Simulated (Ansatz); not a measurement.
**Sn in Ansatz: the effect of functional**

Sn:

```
Sn
1.0
    -2.04263    2.04263    1.67176
     2.04263   -2.04263    1.67176
     2.04263    2.04263   -1.67176
Sn
1
Cartesian
  0.0000 0.0000 0.0000
```

This isn't the form of Sn at room conditions, which is tetragonal (white tin).

The cell isn't the ideal one: volume scaled by 1.02.

Alike in all runs:

- Program: Ansatz 0.2.0
- Task: single point
- Potentials or basis: Ansatz PAW
- k mesh: 10 × 10 × 10
- Occupations: fermi-dirac, width 0.05 eV
- Spin: no spin polarisation

```tsv
functional	cutoff	pressure (GPa)
LDA	420 eV (not typed: the program's choice for these potentials)	-4.0
PBEsol	420 eV (not typed: the program's choice for these potentials)	-2.8
r2SCAN	500 eV (not typed: the program's choice for these potentials)	?
```

Task: What does the run with functional r2SCAN give?

Result: Pressure -1.4 GPa.

Caveats: the PAW data sets come from PBE, with cores solved anew for the run's functional, which leaves a small shift of forces and pressure.
